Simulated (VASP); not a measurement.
# Ca (Immm) in VASP: notebook

The runs below take Ca through single point, with PBE.

Everything below comes from runs of VASP 6.6.1. Logs are shortened: lines on timing, memory, paths and dates and some standing lists are left out, and cuts for length are marked.

**1. Starting point**

Symmetry: Immm, No. 71, orthorhombic system. The conventional cell has a = 4.193 Å, b = 4.203 Å, c = 4.891 Å, α = 90.00°, β = 90.00°, γ = 90.00°. Ca (site symmetry mmm) has 12 Ca at 3.85 to 4.20 Å as nearest neighbours.

This isn't the form of Ca at room conditions, which is fcc.

**2. Single point, PBE**

Input file INCAR:

```
PREC     = Low            # precision mode
ENCUT    = 500            # plane-wave cutoff, eV
EDIFF    = 1E-6           # SCF threshold, eV
ISMEAR   = 1              # smearing method
SIGMA    = 0.1            # smearing width, eV
LREAL    = False          # projectors in reciprocal space
LASPH    = True           # aspherical terms in the spheres
NELM     = 100            # most SCF steps
ALGO     = Normal         # electronic algorithm
ISIF     = 2              # what is computed and relaxed
LWAVE    = False          # write WAVECAR
LCHARG   = False          # write CHGCAR
GGA      = PE             # functional
ADDGRID  = False
```

Input file KPOINTS:

```
Automatic mesh
0
Gamma
  16 16 16
```

Input file POSCAR:

```
Ca
1.0
   -2.0964874600      2.1017318100      2.4453524600
    2.0964874600     -2.1017318100      2.4453524600
    2.0964874600      2.1017318100     -2.4453524600
Ca
1
Direct
    0.5000000000      0.5000000000      0.0000000000
```

Potentials or basis: VASP PAW PBE potentials, release 64 (Ca_pv).

Run with:

```console
> cat potpaw_PBE.64/Ca_pv/POTCAR > POTCAR
> mpirun -np 1 vasp_std > vasp.out
```

OUTCAR:

```text
PREC = Low
   ENCUT = 500
   EDIFF = 1E-6
   ISMEAR = 1
   LREAL = False
   LASPH = True
   NELM = 100
   ISIF = 2
   GGA = PE

 Found    621 irreducible k-points:

 Following reciprocal coordinates:
            Coordinates               Weight
  0.000000  0.000000  0.000000      1.000000
  0.062500  0.000000  0.000000      4.000000
  0.125000  0.000000  0.000000      4.000000
  0.187500 -0.000000  0.000000      4.000000
  0.250000  0.000000  0.000000      4.000000
  0.312500  0.000000  0.000000      4.000000
   k-points           NKPTS =    621   k-points in BZ     NKDIM =    621   number of bands    NBANDS=      8
   number of dos      NEDOS =    301   number of ions     NIONS =      1
   total plane-waves  NPLWV =  13824
   dimension x,y,z NGX =    24 NGY =   24 NGZ =   24
   dimension x,y,z NGXF=    24 NGYF=   24 NGZF=   24
   ions per type =               1
   NGX,Y,Z   is equivalent  to a cutoff of  10.37, 10.37, 10.37 a.u.
   NGXF,Y,Z  is equivalent  to a cutoff of  10.37, 10.37, 10.37 a.u.
 SYSTEM =  unknown system
   PREC   = low       normal or accurate (medium, high low for compatibility)
   ISTART =      0    job   : 0-new  1-cont  2-samecut
   ICHARG =      2    charge: 1-file 2-atom 10-const
   ISPIN  =      1    spin polarized calculation?
   LNONCOLLINEAR =      F non collinear calculations
   LSORBIT =      F    spin-orbit coupling
   LASPH  =      T    aspherical Exc in radial PAW
   ENCUT  =  500.0 eV  36.75 Ry    6.06 a.u.   7.01  7.01  7.01*2*pi/ulx,y,z
   NELM   =    100;   NELMIN=  2; NELMDL= -5     # of ELM steps
   EDIFF  = 0.1E-05   stopping-criterion for ELM
   LREAL  =      F    real-space projection
[... 7 lines left out ...]
   TEBEG  =    0.0;   TEEND  =   0.0 temperature during run
   PSTRESS=    0.0 pullay stress
   NELECT =       8.0000    total number of electrons
   NUPDOWN=      -1.0000    fix difference up-down
   EMIN   =  10.00;   EMAX   =-10.00  energy-range for DOS
   EFERMI =   0.00;   METHOD = LEGACY
   ISMEAR =     1;   SIGMA  =   0.10  broadening in eV -4-tet -1-fermi 0-gaus
   EFERMI_NEDOS =   21; number of points for ismear=-14 and -15
   IALGO  =     38    algorithm
   IMIX   =      4    mixing-type and parameters
     AMIX     =   0.40;   BMIX     =  1.00
     AMIX_MAG =   1.60;   BMIX_MAG =  1.00
  volume/ion in A,a.u.               =      43.10       290.85
  Fermi-wavevector in a.u.,A,eV,Ry     =   0.933859  1.764737 11.865532  0.872092
  Thomas-Fermi vector in A             =   2.060604
   LORBIT       =      0    0 simple, 1 ext, 2 COOP (PROOUT), +10 PAW based schemes
   GGA     = PE    functional components
   LHFCALC =     F    Hartree Fock is set to
   AEXX    =    0.0000 exact exchange contribution
   IVDW    =     0    specifies the selected vdW correction
   LEPSILON=     F    determine dielectric tensor
   LRPA    =     F    only Hartree local field effects (RPA)
 non-spin polarized calculation
 Methfessel and Paxton  Order N= 1 SIGMA  =   0.10
  energy-cutoff  :      500.00
  volume of cell :       43.10
 maximum number of plane-waves:      1116
   NGX = 15   NGY = 15   NGZ = 15

 number of electron       8.0000047 magnetization

 Free energy of the ion-electron system (eV)
  ---------------------------------------------------
  ext. energy  EPLUGINS =         0.00000000
  ---------------------------------------------------
  free energy    TOTEN  =        -1.90942464 eV

  energy without entropy =       -1.90936422  energy(sigma->0) =       -1.90940450

 E-fermi :   2.1405     XC(G=0):  -7.6336

 val. band max:        2.1387198892   @ k =   0.5000  -0.3750   0.2500
 cond. band min:       2.1422639650   @ k =  -0.1875   0.5000   0.1875
 fundamental gap:      0.0035440758
 Fermi energy:         2.1405190876

 k-point     1 :       0.0000    0.0000    0.0000
  band No.  band energies     occupation
      1     -20.8672      2.00000
      2     -20.8667      2.00000
      3     -20.8540      2.00000
      4      -1.8717      2.00000
      5       4.2946      0.00000
      6       4.3080      0.00000
      7       4.8890      0.00000
      8       5.0090      0.00000

 k-point     2 :       0.0625    0.0000    0.0000
  band No.  band energies     occupation
      1     -20.8699      2.00000
      2     -20.8685      2.00000
      3     -20.8559      2.00000
      4      -1.8051      2.00000
      5       4.2687      0.00000
      6       4.3237      0.00000
      7       4.8848      0.00000
      8       4.9831      0.00000

 k-point     3 :       0.1250    0.0000    0.0000
  band No.  band energies     occupation
      1     -20.8821      2.00000
      2     -20.8723      2.00000
      3     -20.8583      2.00000
      4      -1.6075      2.00000
      5       4.1576      0.00000
      6       4.3359      0.00000
      7       4.9136      0.00000
      8       4.9464      0.00000

 k-point     4 :       0.1875   -0.0000    0.0000
  band No.  band energies     occupation
      1     -20.9027      2.00000
      2     -20.8780      2.00000
      3     -20.8594      2.00000
      4      -1.2865      2.00000
      5       3.9190     -0.00000
      6       4.2793      0.00000
      7       4.9567      0.00000
      8       5.0559      0.00000

 k-point     5 :       0.2500    0.0000    0.0000
  band No.  band energies     occupation
      1     -20.9274      2.00000
      2     -20.8847      2.00000
      3     -20.8601      2.00000
      4      -0.8550      2.00000
      5       3.5794     -0.00000
      6       4.1616      0.00000
      7       4.9909      0.00000
      8       5.3163      0.00000

 k-point     6 :       0.3125    0.0000    0.0000
  band No.  band energies     occupation
      1     -20.9521      2.00000
      2     -20.8913      2.00000
      3     -20.8605      2.00000
      4      -0.3329      2.00000
      5       3.1821     -0.00000
      6       4.0305     -0.00000
      7       4.9950      0.00000
      8       5.6343      0.00000

 [... further k-points ...]
[... 5 lines left out ...]
  --------------------------------------------------------------------------------------
  -------------------------------------------------------------------------------------
  Total       -0.1314849     -0.1385163     -0.0424024     -0.0000000      0.0000000      0.0000000
  in kB       -4.8878231     -5.1492079     -1.5762670     -0.0000000      0.0000000      0.0000000
  external PRESSURE =      -3.8710993 kB  Pullay stress =       0.0000000 kB

 VOLUME and BASIS-vectors are now :
 -----------------------------------------------------------------------------
  energy-cutoff  :      500.00
  volume of cell :       43.10
      direct lattice vectors                 reciprocal lattice vectors
    -2.096487460  2.101731810  2.445352460     0.000000000  0.237899050  0.204469502
     2.096487460 -2.101731810  2.445352460     0.238494153  0.000000000  0.204469502
     2.096487460  2.101731810 -2.445352460     0.238494153  0.237899050  0.000000000

 POSITION                                       TOTAL-FORCE (eV/Angst)
 -----------------------------------------------------------------------------------
      0.00000      0.00000      2.44535         0.000000      0.000000     -0.000000
 -----------------------------------------------------------------------------------
    total drift:                               -0.000000     -0.000000      0.000000

  FREE ENERGIE OF THE ION-ELECTRON SYSTEM (eV)
  ---------------------------------------------------
  free  energy   TOTEN  =        -1.9094246387 eV

  energy  without entropy=       -1.9093642192  energy(sigma->0) =       -1.90940450
```

It took 38 s on 1 thread of Intel Xeon Platinum 8488C (Sapphire Rapids), shared host; peak memory 0.3 GiB.

The run converged, but some of its settings lie outside the range that counts as converged, so its numbers aren't taken as properties of the crystal.

What came out:

| Quantity | Value |
| --- | --- |
| Free energy | -1.9094 eV |
| Pressure | -0.4 GPa |
| Band gap on the k mesh | none (metal or under the smearing width) |

**3. Single point, PBE**

This run uses another cell than the first one, of the same volume but with other edges.

INCAR is that of step 2.

KPOINTS is that of step 2.

Input file POSCAR:

```
Ca
1.0
   -2.1296130000      2.1366080000      2.5183870000
    2.0452440000     -2.1127450000      2.4255450000
    2.0940060000      2.0772270000     -2.4978770000
Ca
1
Direct
    0.5036690000      0.4760610000     -0.0172770000
```

Potentials or basis: VASP PAW PBE potentials, release 64 (Ca_pv).

Run with:

```console
> cat potpaw_PBE.64/Ca_pv/POTCAR > POTCAR
> mpirun -np 1 vasp_std > vasp.out
```

Run time: 2 min. Hardware: 1 thread of Intel Xeon Platinum 8488C (Sapphire Rapids), shared host; peak memory 0.76 GiB.

These settings aren't checked as converged: the numbers below hold their error.

Results:

```
Free energy            : -1.9071 eV
Pressure               : -0.4 GPa
Band gap on the k mesh : none (metal or under the smearing width)
```

**4. Single point, PBE**

INCAR, as its differences from that of step 3:

```diff
@@ -1,2 +1,2 @@
-PREC     = Low            # precision mode
+PREC     = Normal         # precision mode
 ENCUT    = 500            # plane-wave cutoff, eV
```

KPOINTS is that of step 3.

Input file POSCAR:

```
Ca
1.0
   -2.0964874600      2.1017318100      2.4453524600
    2.0964874600     -2.1017318100      2.4453524600
    2.0964874600      2.1017318100     -2.4453524600
Ca
1
Direct
    0.5000000000      0.5000000000      0.0000000000
```

Potentials or basis: VASP PAW PBE potentials, release 64 (Ca_pv).

Run with:

```console
> cat potpaw_PBE.64/Ca_pv/POTCAR > POTCAR
> mpirun -np 1 vasp_std > vasp.out
```

OUTCAR:

```text
PREC = Normal
   ENCUT = 500
   EDIFF = 1E-6
   ISMEAR = 1
   LREAL = False
   LASPH = True
   NELM = 100
   ISIF = 2
   GGA = PE

 Found    621 irreducible k-points:

 Following reciprocal coordinates:
            Coordinates               Weight
  0.000000  0.000000  0.000000      1.000000
  0.062500  0.000000  0.000000      4.000000
  0.125000  0.000000  0.000000      4.000000
  0.187500 -0.000000  0.000000      4.000000
  0.250000  0.000000  0.000000      4.000000
  0.312500  0.000000  0.000000      4.000000
   k-points           NKPTS =    621   k-points in BZ     NKDIM =    621   number of bands    NBANDS=      8
   number of dos      NEDOS =    301   number of ions     NIONS =      1
   total plane-waves  NPLWV =  13824
   dimension x,y,z NGX =    24 NGY =   24 NGZ =   24
   dimension x,y,z NGXF=    48 NGYF=   48 NGZF=   48
   ions per type =               1
   NGX,Y,Z   is equivalent  to a cutoff of  10.37, 10.37, 10.37 a.u.
   NGXF,Y,Z  is equivalent  to a cutoff of  20.75, 20.75, 20.75 a.u.
 SYSTEM =  unknown system
   PREC   = normal    normal or accurate (medium, high low for compatibility)
   ISTART =      0    job   : 0-new  1-cont  2-samecut
   ICHARG =      2    charge: 1-file 2-atom 10-const
   ISPIN  =      1    spin polarized calculation?
   LNONCOLLINEAR =      F non collinear calculations
   LSORBIT =      F    spin-orbit coupling
   LASPH  =      T    aspherical Exc in radial PAW
   ENCUT  =  500.0 eV  36.75 Ry    6.06 a.u.   7.01  7.01  7.01*2*pi/ulx,y,z
   NELM   =    100;   NELMIN=  2; NELMDL= -5     # of ELM steps
   EDIFF  = 0.1E-05   stopping-criterion for ELM
   LREAL  =      F    real-space projection
[... 7 lines left out ...]
   TEBEG  =    0.0;   TEEND  =   0.0 temperature during run
   PSTRESS=    0.0 pullay stress
   NELECT =       8.0000    total number of electrons
   NUPDOWN=      -1.0000    fix difference up-down
   EMIN   =  10.00;   EMAX   =-10.00  energy-range for DOS
   EFERMI =   0.00;   METHOD = LEGACY
   ISMEAR =     1;   SIGMA  =   0.10  broadening in eV -4-tet -1-fermi 0-gaus
   EFERMI_NEDOS =   21; number of points for ismear=-14 and -15
   IALGO  =     38    algorithm
   IMIX   =      4    mixing-type and parameters
     AMIX     =   0.40;   BMIX     =  1.00
     AMIX_MAG =   1.60;   BMIX_MAG =  1.00
  volume/ion in A,a.u.               =      43.10       290.85
  Fermi-wavevector in a.u.,A,eV,Ry     =   0.933859  1.764737 11.865532  0.872092
  Thomas-Fermi vector in A             =   2.060604
   LORBIT       =      0    0 simple, 1 ext, 2 COOP (PROOUT), +10 PAW based schemes
   GGA     = PE    functional components
   LHFCALC =     F    Hartree Fock is set to
   AEXX    =    0.0000 exact exchange contribution
   IVDW    =     0    specifies the selected vdW correction
   LEPSILON=     F    determine dielectric tensor
   LRPA    =     F    only Hartree local field effects (RPA)
 non-spin polarized calculation
 Methfessel and Paxton  Order N= 1 SIGMA  =   0.10
  energy-cutoff  :      500.00
  volume of cell :       43.10
 maximum number of plane-waves:      1116
   NGX = 15   NGY = 15   NGZ = 15

 number of electron       8.0000003 magnetization

 Free energy of the ion-electron system (eV)
  ---------------------------------------------------
  ext. energy  EPLUGINS =         0.00000000
  ---------------------------------------------------
  free energy    TOTEN  =        -1.90908831 eV

  energy without entropy =       -1.90902784  energy(sigma->0) =       -1.90906815

 E-fermi :   2.1404     XC(G=0):  -7.6337

 val. band max:        2.1386019280   @ k =   0.5000  -0.3750   0.2500
 cond. band min:       2.1421426338   @ k =  -0.1875   0.5000   0.1875
 fundamental gap:      0.0035407058
 Fermi energy:         2.1404126473

 k-point     1 :       0.0000    0.0000    0.0000
  band No.  band energies     occupation
      1     -20.8673      2.00000
      2     -20.8668      2.00000
      3     -20.8541      2.00000
      4      -1.8718      2.00000
      5       4.2945      0.00000
      6       4.3078      0.00000
      7       4.8890      0.00000
      8       5.0088      0.00000

 k-point     2 :       0.0625    0.0000    0.0000
  band No.  band energies     occupation
      1     -20.8700      2.00000
      2     -20.8686      2.00000
      3     -20.8560      2.00000
      4      -1.8052      2.00000
      5       4.2686      0.00000
      6       4.3236      0.00000
      7       4.8848      0.00000
      8       4.9829      0.00000

 k-point     3 :       0.1250    0.0000    0.0000
  band No.  band energies     occupation
      1     -20.8822      2.00000
      2     -20.8724      2.00000
      3     -20.8583      2.00000
      4      -1.6077      2.00000
      5       4.1574      0.00000
      6       4.3358      0.00000
      7       4.9136      0.00000
      8       4.9462      0.00000

 k-point     4 :       0.1875   -0.0000    0.0000
  band No.  band energies     occupation
      1     -20.9028      2.00000
      2     -20.8781      2.00000
      3     -20.8595      2.00000
      4      -1.2866      2.00000
      5       3.9189     -0.00000
      6       4.2793      0.00000
      7       4.9565      0.00000
      8       5.0558      0.00000

 k-point     5 :       0.2500    0.0000    0.0000
  band No.  band energies     occupation
      1     -20.9275      2.00000
      2     -20.8848      2.00000
      3     -20.8601      2.00000
      4      -0.8551      2.00000
      5       3.5793     -0.00000
      6       4.1616      0.00000
      7       4.9907      0.00000
      8       5.3162      0.00000

 k-point     6 :       0.3125    0.0000    0.0000
  band No.  band energies     occupation
      1     -20.9523      2.00000
      2     -20.8914      2.00000
      3     -20.8606      2.00000
      4      -0.3330      2.00000
      5       3.1820     -0.00000
      6       4.0304     -0.00000
      7       4.9949      0.00000
      8       5.6341      0.00000

 [... further k-points ...]
[... 5 lines left out ...]
  --------------------------------------------------------------------------------------
  -------------------------------------------------------------------------------------
  Total       -0.1352045     -0.1422670     -0.0474193      0.0000000      0.0000000      0.0000000
  in kB       -5.0260946     -5.2886354     -1.7627672      0.0000000      0.0000000      0.0000000
  external PRESSURE =      -4.0258324 kB  Pullay stress =       0.0000000 kB

 VOLUME and BASIS-vectors are now :
 -----------------------------------------------------------------------------
  energy-cutoff  :      500.00
  volume of cell :       43.10
      direct lattice vectors                 reciprocal lattice vectors
    -2.096487460  2.101731810  2.445352460     0.000000000  0.237899050  0.204469502
     2.096487460 -2.101731810  2.445352460     0.238494153  0.000000000  0.204469502
     2.096487460  2.101731810 -2.445352460     0.238494153  0.237899050  0.000000000

 POSITION                                       TOTAL-FORCE (eV/Angst)
 -----------------------------------------------------------------------------------
      0.00000      0.00000      2.44535        -0.000000      0.000000      0.000000
 -----------------------------------------------------------------------------------
    total drift:                               -0.000000      0.000000      0.000000

  FREE ENERGIE OF THE ION-ELECTRON SYSTEM (eV)
  ---------------------------------------------------
  free  energy   TOTEN  =        -1.9090883061 eV

  energy  without entropy=       -1.9090278434  energy(sigma->0) =       -1.90906815
```

Wall time 39 s (1 thread of Intel Xeon Platinum 8488C (Sapphire Rapids), shared host); peak memory 0.32 GiB.

These settings aren't checked as converged: the numbers below hold their error.

Results:

| Property | Result |
| --- | --- |
| Free energy | -1.9091 eV |
| Pressure | -0.4 GPa |
| Band gap on the k mesh | none (metal or under the smearing width) |
